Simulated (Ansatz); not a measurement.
Runs of Ansatz 0.2.0 on MoS2. It takes space group R3m (No. 160, trigonal). Conventional cell: a = 3.160 Å, b = 3.160 Å, c = 18.450 Å, α = 90.00°, β = 90.00°, γ = 120.00°. Mo (site symmetry 3m) is surrounded by 6 S at 2.39 Å. S (site symmetry 3m) has 3 Mo at 2.39 Å as nearest neighbours. S (site symmetry 3m) is surrounded by 3 Mo at 2.39 Å. Measurements of this composition are mostly on another form, of space group No. 194.

| level | cutoff (eV) | gap on the mesh (eV) | pressure (GPa) | relaxed volume (Å³/atom) |
| --- | --- | --- | --- | --- |
| RPBE | 420 | 1.56 | 0.0 | 23.91 |
| PBEsol | 420 | 1.02 | 0.0 | 17.91 |
| BLYP | 420 | 1.38 | 0.0 | 29.41 |
| LDA | 420 | (a) | 0.0 | 16.90 |
| r2SCAN | 500 | 1.27 | 0.0 | (b) |
| revPBE | 420 | 1.65 | 0.0 | 25.99 |

Alike in all rows: task relaxation of cell and atoms; potentials or basis Ansatz PAW; no spin polarisation; cell relaxed; k mesh 10 × 10 × 10; smearing fermi-dirac 0.05 eV.

Task: Estimate the missing entries.

Result: (a) 0.73; (b) 19.02.

Caveats: the plane-wave basis is chosen anew once the cell has moved, so the energies of steps on either side of that aren't comparable; the PAW data sets come from PBE, with cores solved anew for the run's functional, which leaves a small shift of forces and pressure; the volume moved by over 15 % at a fixed basis, so the end points are rough (some runs).

A k mesh can miss the band edges, and the runs leave out spin-orbit coupling on Mo.

Runs at the PBE level aren't shown here.
